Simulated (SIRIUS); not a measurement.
**Ga: equation of state with PBE**

Crystal: Ga.

```
CELL_PARAMETERS angstrom
1.38300 -4.02650 0.00000
1.38300 4.02650 0.00000
-0.11745 0.00000 3.32993
ATOMIC_POSITIONS crystal
Ga 0.13100 0.86900 0.75000
Ga 0.86900 0.13100 0.25000
```

This isn't the form of Ga at room conditions, which is orthorhombic.

| Quantity | Value |
| --- | --- |
| Program | SIRIUS 7.12.0 |
| Task | equation of state |
| Functional | PBE |
| Potentials or basis | all-electron FP-LAPW |
| Cutoff | 167 eV |
| Basis | apw+lo standard |
| k mesh | 10 × 10 × 8 |
| Occupations | fermi-dirac, width 0.05 eV |
| Spin | no spin polarisation |
| Muffin tin radii | Ga 2.4 bohr |
| Basis cutoff (gk_cutoff) | 3.5 1/bohr |
| Cutoff of density and potential (pw_cutoff) | 20 1/bohr |
| lmax of the basis | 10 |
| lmax of density and potential | 8 |
| Valence relativity | iora |
| Core states | Ga 1s2s2p |
| Local orbitals (radial functions) | Ga 14 |
| Smallest sphere radius times basis cutoff | 8.4 |

```
Equilibrium volume                        : 19.09 Å³/atom
Bulk modulus at fixed shape and positions : 49 GPa
Pressure derivative of the bulk modulus   : 5.8 (rough: it moves with the points fitted)
```

Energy against volume, from the lowest point:
```csv
volume (Å³/atom),energy (meV/atom)
17.431,27.01
17.801,15.39
18.172,7.37
18.543,2.36
18.914,0.00
19.285,0.00
19.656,2.11
```

All runs of the series together: 15 min on 1 thread of Arm Neoverse V2 (shared host).

Caveat: the cell was scaled at fixed shape and fractional positions, which overstates the stiffness of a crystal with free parameters, most of all of layers and chains.
